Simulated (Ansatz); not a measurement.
# Sr (I4/mcm) in Ansatz: equation of state

How stiff is Sr in PBE, and what volume does it want? The cell is scaled to several volumes.

All numbers are computed with Ansatz 0.2.0; they aren't measurements. Logs are shortened: lines on timing, memory, paths and dates and some standing lists are left out, and cuts for length are marked.

**1. The crystal as given**

Symmetry: I4/mcm, No. 140, tetragonal system. The conventional cell has a = 8.317 Å, b = 8.317 Å, c = 7.154 Å, α = 90.00°, β = 90.00°, γ = 90.00°. Sr (site symmetry m2m) has 7 Sr at 3.87 to 4.39 Å as nearest neighbours.

This isn't the form of Sr at room conditions, which is fcc.

**2. Single point, PBE, 58.14 Å³/atom (volume scaled by 0.94)**

Input file input.yaml:

```yaml
crystal:
  lattice:
    - [-4.0736136238, 4.0736136238, 3.5037895419]
    - [4.0736136238, -4.0736136238, 3.5037895419]
    - [4.0736136238, 4.0736136238, -3.5037895419]
  atoms:
    - { symbol: Sr, position: [0.33545048, 0.16454952, 0.5] }
    - { symbol: Sr, position: [0.66454952, 0.83545048, 0.5] }
    - { symbol: Sr, position: [0.83545048, 0.33545048, 0.17090096] }
    - { symbol: Sr, position: [0.16454952, 0.66454952, 0.82909904] }
hamiltonian:
  xc: pbe
  pseudopotentials: { kind: paw }
kpoints:
  mp_grid: { grid: [5, 5, 5] }
scf:
  occupations: { method: fermi_dirac, width: 0.05 }
output:
  forces: true
  stress: true
  eigenvalues: true
  write_density: true
  write_potential: true
  elf: true
  volumetric_format: npy
```

Potentials or basis: Ansatz PAW.

Launch:

```console
> ansatz run input.yaml --threads 2 --pin off --max-ram 5120MiB --backend cpu --events-out ev --progress --plain --runs-dir out
```

What it wrote:

```text
Warning: RAYON_NUM_THREADS=2 ignored (pool sized by the plan → 2); use --threads N
Engine: ansatz 0.2.0, aarch64-unknown-linux-gnu
Pseudopotentials: kind: paw
Pseudopotential: Sr, paw, valence charge 10, recommended cutoff 420 eV (normal), Sr.paw.azcp
Functional definition: PBE
  parameter kappa = 0.804
  parameter beta = 0.06672455060314922
  exchange = pbe_x(kappa = kappa, mu = beta*pi^2/3)
  correlation = pbe_c(beta = beta)
Crystal: 4 atoms, lattice volume = 232.572 Å³
Basis set: ecut = 420 eV, 4551 PW (Γ), exchange–correlation on 96×96×96 points (8 copies of the dense FFT grid, shifted against one another)
Bands: 24, of which v1, the nominal top of the filled ones, is band 20 counted from 1 (19 counted from 0)
Symmetry: 16 space group operations
Space group: I4/mcm (ITA 140), of the structure as read, at distance tolerance 6.1e-5 Å
k-points: 18 of 125
Non-local potential: Sr, projectors of the file, l = 0: 3, l = 1: 2, l = 2: 2
PAW form: soft (Blöchl's): semilocal exchange-correlation on the pseudo side does not see the compensation charge
PAW one-centre angular grid: Sr, 110 points (default); XC on 64 Gauss nodes
Initial density: superposition of atomic densities (neutral atoms: chi_scale 0, normalization atom), corrected by the library's trained network
Initial wavefunctions: pseudopotential atomic-orbital guess
Functional: x = pbe(κ = 0.804, μ = 0.2195149727645171), c = pbe(β = 0.06672455060314922)
SCF iter   1: F=—  HF=-14176.303675 eV  |F-HF|=—  |Δ(HF+E_count)|=         —  Δρ=2.18e-3  dr2=4.81e-2  ethr=1.77e-3  ⟨swp⟩=9.1  Hψ=2345  notcnv=0
preconditioner: auto → Kerker (q_TF=auto, 2.035 Å⁻¹)  [metal: Δε(μ)=0.040 eV  Ē_g=1.706 eV  σ=0.050 eV  W_gap=0.19  n_scr=34 (ndim 8)  ℏωp=6.9 eV  f_vac=0.000  D(μ)=5.13/eV (n_scr^D=34)]
SCF iter   2: F=—  HF=-14176.300390 eV  |F-HF|=—  |Δ(HF+E_count)|=   3.28e-3  Δρ=1.47e-3  dr2=2.38e-2  ethr=1.20e-4  ⟨swp⟩=2.1  Hψ=707  notcnv=0
SCF iter   3: F=—  HF=-14176.297035 eV  |F-HF|=—  |Δ(HF+E_count)|=   3.36e-3  Δρ=4.04e-4  dr2=1.34e-3  ethr=5.95e-5  ⟨swp⟩=1.9  Hψ=492  notcnv=0
SCF iter   4: F=—  HF=-14176.296918 eV  |F-HF|=—  |Δ(HF+E_count)|=   1.16e-4  Δρ=1.24e-4  dr2=9.58e-5  ethr=3.35e-6  ⟨swp⟩=2.0  Hψ=502  notcnv=0
SCF iter   5: F=—  HF=-14176.296774 eV  |F-HF|=—  |Δ(HF+E_count)|=   1.44e-4  Δρ=3.92e-5  dr2=2.81e-6  ethr=2.40e-7  ⟨swp⟩=2.6  Hψ=711  notcnv=0
SCF iter   6: F=—  HF=-14176.296775 eV  |F-HF|=—  |Δ(HF+E_count)|=   1.02e-6  Δρ=7.74e-6  dr2=1.99e-7  ethr=7.03e-9  ⟨swp⟩=3.1  Hψ=899  notcnv=0
SCF iter   7: F=-14176.296775 eV  HF=-14176.296775 eV  |F-HF|=3.15e-9  |Δ(HF+E_count)|=   8.45e-8  Δρ=1.88e-6  dr2=1.34e-8  ethr=2.50e-10  ⟨swp⟩=13.5  Hψ=3905  notcnv=0
SCF 1 converged in 7 iterations: F = -14176.296775 eV  dr2 = 1.34e-8
SCF converged after 7 iterations
Free energy (F): -14176.296775 eV
Harris-Foulkes:  -14176.296775 eV  (|F-HF|=3.15e-9)
Internal energy: -14176.251792 eV  (E = F + TS)
E sigma→0 (E₀):  -14176.274284 eV
Entropy (-TS):   -0.044983 eV (-11.246 meV/atom)
Fermi energy:    4.624360 eV
--- Per-component energies (eV) ---
  E_band       = -563.672804
  E_kinetic    = 965.819117
  E_local      = -3226.602787  (includes V_loc(G=0)·N_el)
  E_nonlocal   = 811.779480
  E_hartree    = 842.428549
  E_xc         = -684.661483
  E_vxc        = -636.685616  (∫ρ·V_xc dr)
  E_paw        = -10778.910752  (= ΣΔE_a)
  E_vpaw       = -162.842425  (= ΣTr[D̂ρ^β])
  E_aug_tail   = -0.000005  (compensation charges beyond the density's cutoff)
  E_ewald      = -2106.103911
  E_smearing   = -0.044983  (= −TS)
  E_closure    = 0.000000  (closes the sum)
  Σ components = -14176.296775   (vs F -14176.296775, Δ=0.00e0)
--- Forces (eV/Å), atoms counted from 1 ---
  atom   1  Sr     0.12496224    -0.12496224     0.00000000
  atom   2  Sr    -0.12496224     0.12496224     0.00000000
  atom   3  Sr    -0.12496224    -0.12496224     0.00000000
  atom   4  Sr     0.12496224     0.12496224     0.00000000
  max |Σ_I F_I| component: 1.39e-17 eV/Å
--- Stress (GPa, compression-positive) ---
        0.296722      -0.000000       0.000000
       -0.000000       0.296722       0.000000
        0.000000      -0.000000       0.350529
  P = ⅓ Tr σ = 0.3147 GPa (3.147 kbar)
--- Band table (eV; the first three rows and the last of 18) ---
  k-point 0: bands = ["-32.0010", "-31.9869", "-31.9728", "-31.9728", "-14.1001", "-14.0468", "-14.0192", "-14.0192", "-14.0177", "-14.0177", "-13.9869", "-13.9370", "-13.9360", "-13.8663", "-13.8663", "-13.8659", "1.1073", "4.5038", "4.7985", "4.8279", "4.8469", "4.8469", "5.0541", "5.7592"]
  k-point 1: bands = ["-31.9990", "-31.9869", "-31.9748", "-31.9728", "-14.0892", "-14.0663", "-14.0319", "-14.0193", "-14.0162", "-13.9904", "-13.9769", "-13.9470", "-13.9205", "-13.8863", "-13.8685", "-13.8676", "1.3322", "4.1159", "4.5801", "4.6514", "4.8083", "4.8218", "5.0507", "5.8092"]
  k-point 2: bands = ["-31.9953", "-31.9853", "-31.9800", "-31.9728", "-14.0786", "-14.0540", "-14.0475", "-14.0195", "-14.0032", "-13.9931", "-13.9785", "-13.9549", "-13.9087", "-13.8958", "-13.8773", "-13.8709", "1.9364", "3.0640", "4.5183", "4.7130", "4.7779", "4.7841", "4.9562", "5.7655"]
  k-point 17: bands = ["-31.9875", "-31.9859", "-31.9813", "-31.9788", "-14.1011", "-14.0849", "-14.0320", "-14.0232", "-13.9879", "-13.9825", "-13.9683", "-13.9317", "-13.9024", "-13.9017", "-13.8863", "-13.8807", "2.7068", "3.3402", "3.7191", "3.8957", "4.4584", "4.7451", "5.3745", "5.7506"]
```

Run time: 4 s. Hardware: 2 threads of Arm Neoverse V1, shared host; peak memory 0.46 GiB.

Results:

| Property | Result |
| --- | --- |
| Free energy | -14176.2968 eV |
| Pressure | 0.3 GPa |
| Largest force | 0.177 eV/Å |
| Band gap on the k mesh | none (metal or under the smearing width) |

**3. Single point, PBE, 59.38 Å³/atom (volume scaled by 0.96)**

Changes to input.yaml since step 2:

```diff
@@ -2,5 +2,5 @@
   lattice:
-    - [-4.0736136238, 4.0736136238, 3.5037895419]
-    - [4.0736136238, -4.0736136238, 3.5037895419]
-    - [4.0736136238, 4.0736136238, -3.5037895419]
+    - [-4.1023019888, 4.1023019888, 3.5284649291]
+    - [4.1023019888, -4.1023019888, 3.5284649291]
+    - [4.1023019888, 4.1023019888, -3.5284649291]
   atoms:
```

Potentials or basis: Ansatz PAW.

Launch:

```console
> ansatz run input.yaml --threads 2 --pin off --max-ram 5120MiB --backend cpu --events-out ev --progress --plain --runs-dir out
```

Wall time 4 s (2 threads of Arm Neoverse V1, shared host); peak memory 0.46 GiB.

Results (log left out):

```
Free energy            : -14176.3030 eV
Pressure               : 0.1 GPa
Largest force          : 0.158 eV/Å
Band gap on the k mesh : none (metal or under the smearing width)
```

**4. Single point, PBE, 60.62 Å³/atom (volume scaled by 0.98)**

Changes to input.yaml since step 3:

```diff
@@ -2,5 +2,5 @@
   lattice:
-    - [-4.1023019888, 4.1023019888, 3.5284649291]
-    - [4.1023019888, -4.1023019888, 3.5284649291]
-    - [4.1023019888, 4.1023019888, -3.5284649291]
+    - [-4.1305946208, 4.1305946208, 3.552799939]
+    - [4.1305946208, -4.1305946208, 3.552799939]
+    - [4.1305946208, 4.1305946208, -3.552799939]
   atoms:
```

Launch:

```console
> ansatz run input.yaml --threads 2 --pin off --max-ram 5120MiB --backend cpu --events-out ev --progress --plain --runs-dir out
```

Wall time 4.1 s (2 threads of Arm Neoverse V1, shared host); peak memory 0.46 GiB.

It converged, with:

- Free energy: -14176.3027 eV
- Pressure: -0.1 GPa
- Largest force: 0.140 eV/Å
- Band gap on the k mesh: none (metal or under the smearing width)

**5. Single point, PBE, 61.85 Å³/atom**

Changes to input.yaml since step 4:

```diff
@@ -2,5 +2,5 @@
   lattice:
-    - [-4.1305946208, 4.1305946208, 3.552799939]
-    - [4.1305946208, -4.1305946208, 3.552799939]
-    - [4.1305946208, 4.1305946208, -3.552799939]
+    - [-4.1585048905, 4.1585048905, 3.5768060722]
+    - [4.1585048905, -4.1585048905, 3.5768060722]
+    - [4.1585048905, 4.1585048905, -3.5768060722]
   atoms:
@@ -21,5 +21 @@
   eigenvalues: true
-  write_density: true
-  write_potential: true
-  elf: true
-  volumetric_format: npy
```

Launch:

```console
> ansatz run input.yaml --threads 2 --pin off --max-ram 5120MiB --backend cpu --events-out ev --progress --plain --runs-dir out
```

Wall time 3.2 s (2 threads of Arm Neoverse V1, shared host); peak memory 0.46 GiB.

Results (log left out):

```yaml
Free_energy: -14176.2965 eV
Pressure: -0.3 GPa
Largest_force: 0.124 eV/Å
Band_gap_on_the_k_mesh: none (metal or under the smearing width)
```

**6. Single point, PBE, 63.09 Å³/atom (volume scaled by 1.02)**

Changes to input.yaml since step 5:

```diff
@@ -2,5 +2,5 @@
   lattice:
-    - [-4.1585048905, 4.1585048905, 3.5768060722]
-    - [4.1585048905, -4.1585048905, 3.5768060722]
-    - [4.1585048905, 4.1585048905, -3.5768060722]
+    - [-4.1860454606, 4.1860454606, 3.60049422]
+    - [4.1860454606, -4.1860454606, 3.60049422]
+    - [4.1860454606, 4.1860454606, -3.60049422]
   atoms:
```

Potentials or basis: Ansatz PAW.

Launch:

```console
> ansatz run input.yaml --threads 2 --pin off --max-ram 5120MiB --backend cpu --events-out ev --progress --plain --runs-dir out
```

Run time: 3.1 s. Hardware: 2 threads of Arm Neoverse V1, shared host; peak memory 0.46 GiB.

It converged, with:

```yaml
Free_energy: -14176.2848 eV
Pressure: -0.5 GPa
Largest_force: 0.109 eV/Å
Band_gap_on_the_k_mesh: none (metal or under the smearing width)
```

**7. Single point, PBE, 64.33 Å³/atom (volume scaled by 1.04)**

Changes to input.yaml since step 6:

```diff
@@ -2,5 +2,5 @@
   lattice:
-    - [-4.1860454606, 4.1860454606, 3.60049422]
-    - [4.1860454606, -4.1860454606, 3.60049422]
-    - [4.1860454606, 4.1860454606, -3.60049422]
+    - [-4.2132283356, 4.2132283356, 3.6238747077]
+    - [4.2132283356, -4.2132283356, 3.6238747077]
+    - [4.2132283356, 4.2132283356, -3.6238747077]
   atoms:
```

Launch:

```console
> ansatz run input.yaml --threads 2 --pin off --max-ram 5120MiB --backend cpu --events-out ev --progress --plain --runs-dir out
```

It took 3.1 s on 2 threads of Arm Neoverse V1, shared host; peak memory 0.46 GiB.

It converged, with:

```
Free energy            : -14176.2681 eV
Pressure               : -0.6 GPa
Largest force          : 0.095 eV/Å
Band gap on the k mesh : none (metal or under the smearing width)
```

**8. Single point, PBE, 65.57 Å³/atom (volume scaled by 1.06)**

Changes to input.yaml since step 7:

```diff
@@ -2,5 +2,5 @@
   lattice:
-    - [-4.2132283356, 4.2132283356, 3.6238747077]
-    - [4.2132283356, -4.2132283356, 3.6238747077]
-    - [4.2132283356, 4.2132283356, -3.6238747077]
+    - [-4.2400649085, 4.2400649085, 3.6469573345]
+    - [4.2400649085, -4.2400649085, 3.6469573345]
+    - [4.2400649085, 4.2400649085, -3.6469573345]
   atoms:
```

Launch:

```console
> ansatz run input.yaml --threads 2 --pin off --max-ram 5120MiB --backend cpu --events-out ev --progress --plain --runs-dir out
```

Run time: 3.5 s. Hardware: 2 threads of Arm Neoverse V1, shared host; peak memory 0.47 GiB.

The run converged. Its results:

```
Free energy            : -14176.2468 eV
Pressure               : -0.8 GPa
Largest force          : 0.082 eV/Å
Band gap on the k mesh : none (metal or under the smearing width)
```

**9. Equation of state, PBE**

Potentials or basis: Ansatz PAW.

This step only gathers the single runs of the series.

Results:

- Equilibrium volume: 59.94 Å³/atom
- Bulk modulus at fixed shape and positions: 9.8 GPa
- Pressure derivative of the bulk modulus: 3.3

Energy against volume, from the lowest point:
| volume (Å³/atom) | energy (meV/atom) |
| --- | --- |
| 58.143 | 1.56 |
| 59.380 | 0.00 |
| 60.617 | 0.07 |
| 61.854 | 1.63 |
| 63.091 | 4.56 |
| 64.328 | 8.74 |
| 65.566 | 14.06 |

Caveat: the cell was scaled at fixed shape and fractional positions, which overstates the stiffness of a crystal with free parameters, most of all of layers and chains.
